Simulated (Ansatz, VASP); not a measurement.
**Two plane-wave programs on Mn**

The input INCAR:

```
SYSTEM = Mn
AGGAC = 1.0
AGGAX = 1.0
ALDAC = 0.0
ALDAX = 1.0
ALGO = Fast
EDIFF = 1E-6
ENCUT = 520
GGA = B5
ISIF = 2
ISMEAR = -1
ISPIN = 2
LASPH = .True.
LCHARG = .False.
LMAXMIX = 4
LORBIT = 11
LREAL = .False.
LWAVE = .False.
MAGMOM = 0.516
NBANDS = 16
NELM = 150
PREC = Accurate
SIGMA = 0.05
```

The input KPOINTS:

```
k-points
0
Gamma
  15 15 15
  0 0 0
```

Contents of POSCAR:

```
Mn
1.0
    2.3493494658      0.0000000000      0.0000000000
    0.0000000000      2.3493494658      0.0000000000
    0.0000000000      0.0000000000      2.3493494658
Mn
1
Direct
    0.0000000000      0.0000000000      0.0000000000
```

Input for Ansatz:

```yaml
crystal:
  lattice:
    - [2.3493494658, 0.0, 0.0]
    - [0.0, 2.3493494658, 0.0]
    - [0.0, 0.0, 2.3493494658]
  atoms:
    - { symbol: Mn, position: [0.0, 0.0, 0.0], spin: 0.516 }
hamiltonian:
  xc: blyp
  pseudopotentials:
    kind: paw
    azcp:
      Mn: "pseudopotentials/Mn.paw.azcp"
basis:
  ecutwfc: 420
  fft_grid_basis: typed
kpoints:
  mp_grid: { grid: [15, 15, 15], shift: [0, 0, 0] }
magnetization:
  spin_polarized: true
scf:
  occupations: { method: fermi_dirac, width: 0.05 }
  lower_state_search: "off"
output:
  stress: true
```

Alike in both runs: task single point; functional BLYP; k mesh 15 × 15 × 15; occupations fermi-dirac, width 0.05 eV; collinear spin.

```csv
,VASP,Ansatz
version,VASP 6.6.1,Ansatz 0.2.0
potentials or method,"VASP PAW PBE potentials, release 64 (Mn_pv)","plane waves (420 eV) with PAW, scalar-relativistic"
plane-wave cutoff (eV),520,420
valence electrons in the cell,13,15
```

|  | VASP | Ansatz | Ansatz less VASP |
| --- | --- | --- | --- |
| pressure (GPa) | -5.7 | -5.9 | -0.16 |
| net moment per atom (μB) | 0.69 | 0.68 | -0.001 |
| size of the moment on the site where the two differ most (μB) | 0.68 | 0.67 | -0.017 |

Site moments also hang on the region over which each program counts them. The two sets of potentials don't hold the same shells in valence.

Caveats: the PAW data sets were made with another functional, which shifts forces and pressure a little (VASP).
